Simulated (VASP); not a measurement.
# Mg4H (Pm-3m) in VASP: notebook

Runs on Mg4H. Level: PBE. Tasks: single point, relaxation of cell and atoms.

Program: VASP 6.6.1. These are calculated values, not measurements. Logs are shortened: lines on timing, memory, paths and dates and some standing lists are left out, and cuts for length are marked.

## 1. The cell of the first run

The structure is cubic, space group Pm-3m (No. 221). Conventional cell: a = 5.486 Å, b = 5.486 Å, c = 5.486 Å, α = 90.00°, β = 90.00°, γ = 90.00°. Around Mg (site symmetry m-3m) lie 6 Mg at 2.74 Å. Around Mg (site symmetry 4/mmm) lie 2 Mg at 2.74 Å. Around H (site symmetry m-3m) lie 12 Mg at 3.88 Å.

The cell was built by a generator and needn't be a form met in nature.

## 2. Single point, PBE (species swapped into the Mn4N type (Pm-3m, No. 221))

File INCAR:

```
SYSTEM = Mg4H
ALGO     = Fast           ! electronic algorithm
EDIFF    = 1E-6           ! SCF threshold, eV
ENCUT    = 520            ! plane-wave cutoff, eV
GGA      = PE             ! functional
ISIF     = 2              ! what is computed and relaxed
ISMEAR   = 0              ! smearing method
LASPH    = .TRUE.         ! aspherical terms in the spheres
LCHARG   = .FALSE.        ! write CHGCAR
LREAL    = .FALSE.        ! projectors in reciprocal space
LWAVE    = .FALSE.        ! write WAVECAR
NBANDS   = 12             ! bands
NELM     = 60             ! most SCF steps
PREC     = Accurate       ! precision mode
SIGMA    = 0.1            ! smearing width, eV
```

File KPOINTS:

```
k-points
0
G
  8 8 8
  0 0 0
```

File POSCAR:

```
Mg4H
1.0
    5.4861727059      0.0000000000      0.0000000000
    0.0000000000      5.4861727059      0.0000000000
    0.0000000000      0.0000000000      5.4861727059
Mg H
4 1
Direct
    0.5000000000      0.5000000000      0.5000000000
    0.0000000000      0.5000000000      0.5000000000
    0.5000000000      0.0000000000      0.5000000000
    0.5000000000      0.5000000000      0.0000000000
    0.0000000000      0.0000000000      0.0000000000
```

Potentials or basis: VASP PAW PBE potentials, release 64 (Mg, H).

Launch:

```bash
$ cat potpaw_PBE.64/Mg/POTCAR potpaw_PBE.64/H/POTCAR > POTCAR
$ mpirun -np 1 vasp_std > vasp.out
```

OUTCAR:

```text
SYSTEM = Mg4H
   EDIFF = 1E-6
   ENCUT = 520
   GGA = PE
   ISIF = 2
   ISMEAR = 0
   LASPH = .TRUE.
   LREAL = .FALSE.
   NELM = 60
   PREC = Accurate

 ion  position               nearest neighbor table
   1  0.500  0.500  0.500-   2 2.74   3 2.74   4 2.74   4 2.74   3 2.74   2 2.74
   2  0.000  0.500  0.500-   1 2.74   1 2.74
   3  0.500  0.000  0.500-   1 2.74   1 2.74
   4  0.500  0.500  0.000-   1 2.74   1 2.74
   5  0.000  0.000  0.000-

  LATTYP: Found a simple cubic cell.
 ALAT       =     5.4861727059

  Lattice vectors:

 A1 = (   5.4861727059,   0.0000000000,   0.0000000000)
 A2 = (   0.0000000000,   5.4861727059,   0.0000000000)
 A3 = (   0.0000000000,   0.0000000000,   5.4861727059)

Analysis of symmetry for initial positions (statically):
=====================================================================
 Subroutine PRICEL returns:
 Original cell was already a primitive cell.

 Routine SETGRP: Setting up the symmetry group for a
 simple cubic supercell.

 Subroutine GETGRP returns: Found 48 space group operations
 (whereof 48 operations were pure point group operations)
 out of a pool of 48 trial point group operations.

The static configuration has the point symmetry O_h .

Analysis of symmetry for dynamics (positions and initial velocities):
=====================================================================
 Subroutine PRICEL returns:
 Original cell was already a primitive cell.

 Routine SETGRP: Setting up the symmetry group for a
 simple cubic supercell.

 Subroutine GETGRP returns: Found 48 space group operations
 (whereof 48 operations were pure point group operations)
 out of a pool of 48 trial point group operations.

The dynamic configuration has the point symmetry O_h .

 Subroutine INISYM returns: Found 48 space group operations
 (whereof 48 operations are pure point group operations),
 and found     1 'primitive' translations

----------------------------------------------------------------------------------------

                                     Primitive cell

  volume of cell :     165.1233

  direct lattice vectors                    reciprocal lattice vectors
     5.486172706  0.000000000  0.000000000     0.182276435  0.000000000  0.000000000
     0.000000000  5.486172706  0.000000000     0.000000000  0.182276435  0.000000000
     0.000000000  0.000000000  5.486172706     0.000000000  0.000000000  0.182276435

  length of vectors
     5.486172706  5.486172706  5.486172706     0.182276435  0.182276435  0.182276435

  position of ions in fractional coordinates (direct lattice)
     0.500000000  0.500000000  0.500000000
     0.000000000  0.500000000  0.500000000
     0.500000000  0.000000000  0.500000000
     0.500000000  0.500000000  0.000000000
     0.000000000  0.000000000  0.000000000

  ion indices of the primitive-cell ions
   primitive index   ion index
                 1           1
                 2           2
                 3           3
                 4           4
                 5           5

----------------------------------------------------------------------------------------

 KPOINTS: k-points

Automatic generation of k-mesh.
 Grid dimensions read from file:
 generate k-points for:    8    8    8

 Generating k-lattice:

  Cartesian coordinates                     Fractional coordinates (reciprocal lattice)
     0.022784554  0.000000000  0.000000000     0.125000000  0.000000000  0.000000000
     0.000000000  0.022784554  0.000000000     0.000000000  0.125000000  0.000000000
     0.000000000  0.000000000  0.022784554     0.000000000  0.000000000  0.125000000

  Length of vectors
     0.022784554  0.022784554  0.022784554

  Shift w.r.t. Gamma in fractional coordinates (k-lattice)
     0.000000000  0.000000000  0.000000000

 Subroutine IBZKPT returns following result:
 ===========================================

 Found     35 irreducible k-points:

 Following reciprocal coordinates:
            Coordinates               Weight
  0.000000  0.000000  0.000000      1.000000
  0.125000  0.000000  0.000000      6.000000
  0.250000  0.000000  0.000000      6.000000
  0.375000  0.000000  0.000000      6.000000
  0.500000  0.000000  0.000000      3.000000
  0.125000  0.125000  0.000000     12.000000
[... 16 lines left out ...]
  0.375000  0.375000  0.125000     24.000000
  0.500000  0.375000  0.125000     24.000000
 [... further k-points ...]
   k-points           NKPTS =     35   k-points in BZ     NKDIM =     35   number of bands    NBANDS=     12
   number of dos      NEDOS =    301   number of ions     NIONS =      5
   total plane-waves  NPLWV =  74088
   dimension x,y,z NGX =    42 NGY =   42 NGZ =   42
   dimension x,y,z NGXF=    84 NGYF=   84 NGZF=   84
   ions per type =               4   1
   NGX,Y,Z   is equivalent  to a cutoff of  12.73, 12.73, 12.73 a.u.
   NGXF,Y,Z  is equivalent  to a cutoff of  25.45, 25.45, 25.45 a.u.
 SYSTEM =  Mg4H
   PREC   = accura    normal or accurate (medium, high low for compatibility)
   ISTART =      0    job   : 0-new  1-cont  2-samecut
   ICHARG =      2    charge: 1-file 2-atom 10-const
   ISPIN  =      1    spin polarized calculation?
   LNONCOLLINEAR =      F non collinear calculations
   LSORBIT =      F    spin-orbit coupling
   LASPH  =      T    aspherical Exc in radial PAW
   ENCUT  =  520.0 eV  38.22 Ry    6.18 a.u.  10.20 10.20 10.20*2*pi/ulx,y,z
   NELM   =     60;   NELMIN=  2; NELMDL= -5     # of ELM steps
   EDIFF  = 0.1E-05   stopping-criterion for ELM
   LREAL  =      F    real-space projection
   EDIFFG = 0.1E-04   stopping-criterion for IOM
   NSW    =      0    number of steps for IOM
   IBRION =     -1    ionic relax: 0-MD 1-quasi-New 2-CG
   NFREE  =      0    steps in history (QN), initial steepest desc. (CG)
   ISIF   =      2    stress and relaxation
   ISYM   =      2    0-nonsym 1-usesym 2-fastsym
   POTIM  = 0.5000    time-step for ionic-motion
   TEBEG  =    0.0;   TEEND  =   0.0 temperature during run
   PSTRESS=    0.0 pullay stress
   NELECT =       9.0000    total number of electrons
   NUPDOWN=      -1.0000    fix difference up-down
   EMIN   =  10.00;   EMAX   =-10.00  energy-range for DOS
   EFERMI =   0.00;   METHOD = LEGACY
   ISMEAR =     0;   SIGMA  =   0.10  broadening in eV -4-tet -1-fermi 0-gaus
   EFERMI_NEDOS =   21; number of points for ismear=-14 and -15
   IALGO  =     68    algorithm
   IMIX   =      4    mixing-type and parameters
     AMIX     =   0.40;   BMIX     =  1.00
     AMIX_MAG =   1.60;   BMIX_MAG =  1.00
  volume/ion in A,a.u.               =      33.02       222.86
  Fermi-wavevector in a.u.,A,eV,Ry     =   0.620706  1.172965  5.242003  0.385276
  Thomas-Fermi vector in A             =   1.679952
   LORBIT       =      0    0 simple, 1 ext, 2 COOP (PROOUT), +10 PAW based schemes
   GGA     = PE    functional components
   LHFCALC =     F    Hartree Fock is set to
   AEXX    =    0.0000 exact exchange contribution
   IVDW    =     0    specifies the selected vdW correction
   LEPSILON=     F    determine dielectric tensor
   LRPA    =     F    only Hartree local field effects (RPA)
 non-spin polarized calculation
 RMM-DIIS sequential band-by-band and
 Gauss-broadening in eV      SIGMA  =   0.10
  energy-cutoff  :      520.00
  volume of cell :      165.12
 maximum number of plane-waves:      4472
 NGX is ok and might be reduce to    42
   NGX = 21   NGY = 21   NGZ = 21

 number of electron       9.0000000 magnetization

 Free energy of the ion-electron system (eV)
  ---------------------------------------------------
  ext. energy  EPLUGINS =         0.00000000
  ---------------------------------------------------
  free energy    TOTEN  =        -4.84125210 eV

  energy without entropy =       -4.82446109  energy(sigma->0) =       -4.83285659

 E-fermi :  -0.3595     XC(G=0):  -6.6887

 val. band max:       -0.3641242841   @ k =   0.2500   0.2500   0.2500
 cond. band min:      -0.3375102432   @ k =   0.5000   0.5000   0.1250
 fundamental gap:      0.0266140409
 Fermi energy:        -0.3594691369

 k-point     1 :       0.0000    0.0000    0.0000
  band No.  band energies     occupation
      1      -5.4062      2.00000
      2      -0.9640      2.00000
      3      -0.5508      1.99318
      4      -0.5508      1.99318
      5      -0.5508      1.99318
      6      -0.0073      0.00000
      7      -0.0073      0.00000
      8       3.1012      0.00000
      9       4.6718      0.00000
     10       4.6718      0.00000
     11       4.6756      0.00000
     12       4.8995      0.00000

 k-point     2 :       0.1250    0.0000    0.0000
  band No.  band energies     occupation
      1      -5.3426      2.00000
      2      -1.4968      2.00000
      3      -0.6940      2.00000
      4      -0.5030      1.95762
      5      -0.5030      1.95762
      6       0.0422      0.00000
      7       0.7479      0.00000
      8       3.0487      0.00000
      9       3.6977      0.00000
     10       3.6977      0.00000
     11       4.2118      0.00000
     12       4.8048      0.00000

 k-point     3 :       0.2500    0.0000    0.0000
  band No.  band energies     occupation
      1      -5.1618      2.00000
      2      -2.3306      2.00000
      3      -0.5944      1.99911
      4      -0.3729      1.15119
      5      -0.3729      1.15119
      6       0.1761      0.00000
      7       1.4535      0.00000
      8       2.8660      0.00000
      9       2.8660      0.00000
     10       3.2463      0.00000
     11       3.4948      0.00000
     12       4.8480      0.00000
[... 286 lines left out ...]
 k-point    23 :       0.3750    0.3750    0.1250
  band No.  band energies     occupation
      1      -4.3539      2.00000
      2      -2.4689      2.00000
      3      -2.4361      2.00000
      4      -1.1369      2.00000
      5      -0.4914      1.93796
      6       1.1588      0.00000
      7       1.8638      0.00000
      8       1.9792      0.00000
      9       2.1987      0.00000
     10       4.0058      0.00000
     11       4.2369      0.00000
     12       4.3084      0.00000

 k-point    24 :       0.5000    0.3750    0.1250
  band No.  band energies     occupation
      1      -4.2067      2.00000
      2      -2.7390      2.00000
      3      -2.2971      2.00000
      4      -1.3358      2.00000
      5      -0.4256      1.65029
      6       1.1107      0.00000
      7       1.8763      0.00000
      8       1.9393      0.00000
      9       2.0762      0.00000
     10       4.0651      0.00000
     11       4.2614      0.00000
     12       4.3940      0.00000

 [... further k-points ...]

------------------------ aborting loop because EDIFF is reached ----------------------------------------

  FORCE on cell =-STRESS in cart. coord.  units (eV):
  Direction    XX          YY          ZZ          XY          YZ          ZX
  --------------------------------------------------------------------------------------
  -------------------------------------------------------------------------------------
  Total       -0.0021071     -0.0021071     -0.0021071     -0.0000000     -0.0000000      0.0000000
  in kB       -0.0204447     -0.0204447     -0.0204447     -0.0000000     -0.0000000      0.0000000
  external PRESSURE =      -0.0204447 kB  Pullay stress =       0.0000000 kB

 VOLUME and BASIS-vectors are now :
 -----------------------------------------------------------------------------
  energy-cutoff  :      520.00
  volume of cell :      165.12
      direct lattice vectors                 reciprocal lattice vectors
     5.486172706  0.000000000  0.000000000     0.182276435  0.000000000  0.000000000
     0.000000000  5.486172706  0.000000000     0.000000000  0.182276435  0.000000000
     0.000000000  0.000000000  5.486172706     0.000000000  0.000000000  0.182276435

 POSITION                                       TOTAL-FORCE (eV/Angst)
 -----------------------------------------------------------------------------------
      2.74309      2.74309      2.74309         0.000000      0.000000      0.000000
      0.00000      2.74309      2.74309         0.000000      0.000000      0.000000
      2.74309      0.00000      2.74309         0.000000      0.000000      0.000000
      2.74309      2.74309      0.00000         0.000000      0.000000      0.000000
      0.00000      0.00000      0.00000         0.000000      0.000000      0.000000
 -----------------------------------------------------------------------------------
    total drift:                               -0.000000     -0.000000      0.000000

  FREE ENERGIE OF THE ION-ELECTRON SYSTEM (eV)
  ---------------------------------------------------
  free  energy   TOTEN  =        -4.8412521027 eV

  energy  without entropy=       -4.8244610858  energy(sigma->0) =       -4.83285659
```

Wall time 82 s (1 thread of Intel Xeon Platinum 8375C at 2.90GHz (Ice Lake), shared host); peak memory 0.27 GiB.

Results:

* Free energy: -4.8413 eV
* Pressure: 0.0 GPa
* Band gap on the k mesh: none (metal or under the smearing width)

[end of part 1 of 2]
